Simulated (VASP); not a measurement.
Set up this calculation in VASP 6.6.1, as the native input.

* Task: single point
* Functional: PBE
* Potentials or basis: VASP PAW PBE potentials, release 64 (Ir)
* Cutoff: 520 eV
* k mesh: 11 × 11 × 6
* Occupations: fermi-dirac, width 0.05 eV
* Spin: no spin polarisation
* Further INCAR settings: ALGO = Normal; EDIFF = 1e-07; NBANDS = 16

The structure of Ir lies in POSCAR:

```
Ir
1.0
    2.7513778946      0.0000000000      0.0000000000
   -1.3756889473      2.3827631521      0.0000000000
    0.0000000000      0.0000000000      4.4622900000
Ir
2
Direct
    0.3333333333      0.6666666667      0.2500000000
    0.6666666667      0.3333333333      0.7500000000
```

This isn't the form of Ir at room conditions, which is fcc.

One way to write it, as run:

INCAR

```
SYSTEM = Ir
  PREC = Accurate
  ENCUT = 520
  EDIFF = 1E-7
  ISMEAR = -1
  SIGMA = 0.05
  LREAL = .FALSE.
  LASPH = .TRUE.
  NELM = 100
  ALGO = Normal
  ISIF = 2
  LWAVE = .FALSE.
  LCHARG = .FALSE.
  GGA = PE
  NBANDS = 16
```

KPOINTS

```
Automatic mesh
0
G
  11 11 6
  0 0 0
```

Potentials or basis: VASP PAW PBE potentials, release 64 (Ir).

Launch:

```console
$ cat potpaw_PBE.64/Ir/POTCAR > POTCAR
$ mpirun -np 1 vasp_std > vasp.out
```

Results of the run:

```json
{"Pressure": "-0.8 GPa", "Band gap on the k mesh": "none (metal or under the smearing width)"}
```

Wall time 19 s on 1 thread of Intel(R) Xeon(R) Platinum 8488C (Sapphire Rapids) (shared host), peak memory 0.15 GiB.
